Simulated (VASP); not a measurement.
Wanted: the native input for a VASP 6.6.1 run.

* Task: single point
* Functional: PBE
* Potentials or basis: VASP PAW PBE potentials, release 64 (Cs_sv)
* Cutoff: 520 eV
* k mesh: 5 × 5 × 1
* Occupations: gaussian, width 0.1 eV
* Spin: no spin polarisation
* Dipole correction: yes
* Further INCAR settings: ALGO = Fast; EDIFF = 1e-06; NBANDS = 16

The structure of Cs lies in POSCAR:

```
Cs
1.0
    5.5279056150      0.0000000000      0.0000000000
    0.2312776588      5.5230653747      0.0000000000
    0.0000000000      0.0000000000     20.8261769052
Cs
2
Direct
    0.5000000000      0.5000000000      0.4081401996
    0.0000000000      0.0000000000      0.5918598004
```

The slab is cut from a database's or a generator's crystal, which needn't be the stable form of the element.

The cell isn't the ideal one: clean slab, lower half held.

One way to write it, as run:

INCAR

```
SYSTEM = Cs
PREC     = Accurate       ! precision mode
ENCUT    = 520            ! plane-wave cutoff, eV
EDIFF    = 1E-6           ! SCF threshold, eV
ISMEAR   = 0              ! smearing method
SIGMA    = 0.1            ! smearing width, eV
LREAL    = .False.        ! projectors in reciprocal space
LASPH    = .True.         ! aspherical terms in the spheres
NELM     = 80             ! most SCF steps
ALGO     = Fast           ! electronic algorithm
ISIF     = 2              ! what is computed and relaxed
LWAVE    = .False.        ! write WAVECAR
LCHARG   = .False.        ! write CHGCAR
LDIPOL   = .True.       
IDIPOL   = 3            
DIPOL    = 0.5 0.5 0.500
GGA      = PE             ! functional
NBANDS   = 16             ! bands
```

KPOINTS

```
regular mesh
0
Gamma
  5 5 1
  0 0 0
```

Potentials or basis: VASP PAW PBE potentials, release 64 (Cs_sv).

The run is started by

```sh
$ cat potpaw_PBE.64/Cs_sv/POTCAR > POTCAR
$ mpirun -np 1 vasp_std > vasp.out
```

Results of the run:

```
Largest force          : 0.006 eV/Å
Band gap on the k mesh : none (metal or under the smearing width)
```

It took 94 s on 1 thread of AMD EPYC 9R45 96-Core Processor (Zen 5), with other jobs on the host, peak memory 0.53 GiB.
